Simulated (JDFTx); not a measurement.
Runs of JDFTx 1.7.0 (patched build) on Bi. The structure is trigonal, space group R-3m (No. 166). The conventional cell has a = 4.535 Å, b = 4.535 Å, c = 11.814 Å, α = 90.00°, β = 90.00°, γ = 120.00°. Bi (site symmetry 3m) is surrounded by 6 Bi at 3.06 to 3.52 Å. 

```tsv
level	potentials or basis	k mesh	cutoff (eV)	mesh quality	gap on the mesh (eV)	pressure (GPa)	relaxed volume (Å³/atom)
PBEsol	PseudoDojo-SR-PBEsol-0.4.1-standard with smoothed tails	6 × 6 × 6	898	not flagged	none	0.0	(b)
r2SCAN	SG15-PBE-1.2 with smoothed tails	3 × 3 × 3	1088	coarse	1.44	0.0	35.07
LDA	PseudoDojo-SR-LDA-0.4.1-standard with smoothed tails	6 × 6 × 6	952	not flagged	none	0.0	(a)
RPBE	PseudoDojo-SR-PBE-0.4.1-standard with smoothed tails	6 × 6 × 6	898	not flagged	none	0.0	38.35
```

Alike in all rows: task relaxation of cell and atoms; no spin polarisation; cell relaxed; smearing fermi-dirac 0.05 eV.

Task: Fill in the values left out.

Result: (a) 33.81; (b) 34.71.

Caveats: some runs use coarse meshes; spin-orbit coupling is left out, which moves the levels of the heavy elements (some runs); the potentials were made for another functional, which shifts forces and pressure (some runs); spin-orbit coupling is left out, which as a rule narrows the gap of such compounds by several tenths of an eV (some runs); an odd mesh through Γ misses points on the zone boundary, where band edges often lie (some runs); the plane waves are those of the starting cell, so after so large a change of volume the result is rough (some runs).

A k mesh can miss the band edges, and the runs leave out spin-orbit coupling on Bi.

A gap of «none» marks a metal or a gap under the smearing width.

Runs at the PBE level aren't shown here.
